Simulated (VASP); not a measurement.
Set up this calculation in VASP 6.6.1, as the native input.

```yaml
Task: relaxation of cell and atoms
Functional: PBE
Potentials_or_basis: VASP PAW PBE potentials, release 64 (Sr_sv, Ti_sv, O)
Cutoff: 600 eV
k_mesh: 8 × 8 × 8
Occupations: gaussian, width 0.02 eV
Spin: no spin polarisation
Further_INCAR_settings: ALGO = Normal; EDIFF = 1e-06; IBRION = 2; EDIFFG = -0.005; NSW = 80; ISIF = 3
```

The structure of SrTiO3 lies in POSCAR:

```
SrTiO3                                  
1.0
    3.9401308806      0.0000000000      0.0000000000
    0.0000000000      3.9401308806      0.0000000000
    0.0000000000      0.0000000000      3.9401308806
  Sr              Ti              O             
     1     1     3
Direct
     0.0000000000000000    0.0000000000000000    0.0000000000000000
     0.5000000000000000    0.5000000000000000    0.5000000000000000
     0.5000000000000000    0.0000000000000000    0.5000000000000000
     0.5000000000000000    0.5000000000000000    0.0000000000000000
     0.0000000000000000    0.5000000000000000    0.5000000000000000
```

The cell is a database's computed one.

The input as run:

INCAR

```
ALGO = Normal ; EDIFF = 1E-6
EDIFFG = -0.005 ; ENCUT = 600
GGA = PE ; IBRION = 2
ISIF = 3 ; ISMEAR = 0
KPAR = 4 ; LASPH = T
LCHARG = F ; LREAL = F
LWAVE = F ; NELM = 120
NSW = 80 ; PREC = Accurate
SIGMA = 0.02
```

KPOINTS

```
k-points
0
Gamma
  8 8 8
```

Potentials or basis: VASP PAW PBE potentials, release 64 (Sr_sv, Ti_sv, O).

The run is started by

```console
$ cat potpaw_PBE.64/Sr_sv/POTCAR potpaw_PBE.64/Ti_sv/POTCAR potpaw_PBE.64/O/POTCAR > POTCAR
$ mpirun -np 4 vasp_std > vasp.out
```

Results of the run:

```
Relaxed volume                         : 12.23 Å³/atom
Relaxed cell                           : a = 3.940 Å, b = 3.940 Å, c = 3.940 Å, α = 90.00°, β = 90.00°, γ = 90.00°
Space group after relaxing (to 0.05 Å) : Pm-3m (No. 221)
Energy gained by relaxing              : 0.0 meV/atom
Ionic steps                            : 4
Pressure after relaxing                : 0.0 GPa
Band gap on the k mesh                 : 1.81 eV, indirect (least direct gap 2.18 eV)
```

Run time: 34 s on 4 MPI ranks on AMD EPYC 9R45 96-Core Processor (Zen 5), on a shared host, peak memory 0.21 GiB a rank.
